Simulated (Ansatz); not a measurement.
# Gap and electron mass in a family of semiconductors, space group F-43m (computed with Ansatz 0.2.0)

Kohn–Sham gaps and conduction-band masses along x at Γ, PBE, without spin–orbit coupling, from band curvatures over 0.012 Å⁻¹. Both band edges lie at Γ; crystals with other edges, degenerate conduction bands or over 4 GPa are left out.

The run that finds the edges for CdS (F-43m):

```yaml
crystal:
  lattice:
    - [0.0, 2.9099991734, 2.9099991734]
    - [2.9099991734, 0.0, 2.9099991734]
    - [2.9099991734, 2.9099991734, 0.0]
  atoms:
    - { symbol: Cd, position: [0.0, 0.0, 0.0] }
    - { symbol: S, position: [0.75, 0.75, 0.75] }
basis:
  ecutwfc: 420
  ecutrho_ratio: 4
kpoints:
  mp_grid: { grid: [10, 10, 10] }
hamiltonian:
  xc: pbe
scf:
  occupations: { method: gaussian, width: 0.05 }
output:
  forces: true
  stress: true
  eigenvalues: true
  eigenstates:
    nscf_kmesh: { grid: [18, 18, 18] }
    de_dk: true
    e_range: [-2.5, 3.659874393151]
  write_density: true
  write_potential: true
  elf: true
  volumetric_format: npy
```

```bash
ansatz run input.yaml --threads 4 --pin off --max-ram 9216MiB --backend cpu --events-out ev --progress --plain --runs-dir out
```

Time: 6.5 s on 4 threads of Arm Neoverse N1, on a shared host, peak memory 0.38 GiB.

```tsv
crystal	cell volume per atom (Å³)	gap (eV)	m*/m
AgI (F-43m)	33.90	1.339	0.167
ZnS (F-43m)	19.78	2.097	0.171
CuCl (F-43m)	19.90	0.531	0.218
GaAs (F-43m)	22.59	0.516	0.031
CdS (F-43m)	24.64	1.160	?
```

**Question.** In a two-band k·p model m/m* = 1 + E_P/E_g with a nearly constant E_P. Predict m* of CdS (F-43m).

**Answer.** E_P = E_g (m/m* − 1): 6.7, 10.2, 1.9, 16.1 eV, mean 8.7 eV, far from constant here, so the estimate is weak. Then m*/m = 1/(1 + 8.7/1.160) = 0.118. The run gives 0.127, so the estimate is 7 % low.

Caveats: Kohn–Sham gaps are too small, and masses follow them; no spin-orbit coupling, which matters for these elements; the structure shown need not be the compound's ambient one.

The gap alone does not set the electron mass here: CuCl and GaAs have nearly equal gaps, 0.531 and 0.516 eV, yet masses of 0.218 and 0.031. The difference lies in the momentum coupling between the s-like conduction-band minimum and the valence-band top. In GaAs that top is almost purely p-like and couples strongly. In CuCl it carries much Cu 3d character, which couples weakly to the s-like state, and the same p–d mixing probably lowers the effective E_P of AgI through Ag 4d.

The near-equality of those two gaps is itself an artefact, since CuCl is in reality a much wider-gap material than GaAs. PBE probably places the localised Cu 3d states too high, which pushes up the valence-band top, itself largely Cu 3d in character. The close estimate for CdS therefore reflects a mean that happens to fall near its own coupling strength, and does not support a transferable E_P across this set.
